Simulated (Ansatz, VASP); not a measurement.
# SnSe: VASP beside Ansatz

```
Sn Se
1.0
     0.00000    3.01000    3.01000
     3.01000    0.00000    3.01000
     3.01000    3.01000    0.00000
Sn Se
1 1
Direct
  0.00000 0.00000 0.00000
  0.50000 0.50000 0.50000
```

Measurements of this composition are mostly on another form, of space group No. 62.

Alike in both runs: task single point; functional LDA; k mesh 6 × 6 × 6; occupations gaussian, width 0.1 eV; no spin polarisation.

|  | VASP | Ansatz |
| --- | --- | --- |
| version | VASP 6.6.1 | Ansatz 0.2.0 |
| potentials or method | VASP PAW LDA potentials, release 64 (Sn_d, Se) | scalar-relativistic, plane waves, PAW |
| plane-wave cutoff (eV) | 520 | 420 |
| valence electrons in the cell | 20 | 30 |

```tsv
	VASP	Ansatz	Ansatz less VASP
gap on the k mesh at the Fermi level (eV)	0.62	0.60	-0.018
least direct gap on the mesh (eV)	0.62	0.60	-0.018
pressure (GPa)	-3.6	-3.7	-0.09
```

The two sets of potentials don't hold the same shells in valence.

Caveats: spin-orbit coupling is left out, which moves the levels of the heavy elements. A k mesh can miss the band edges.
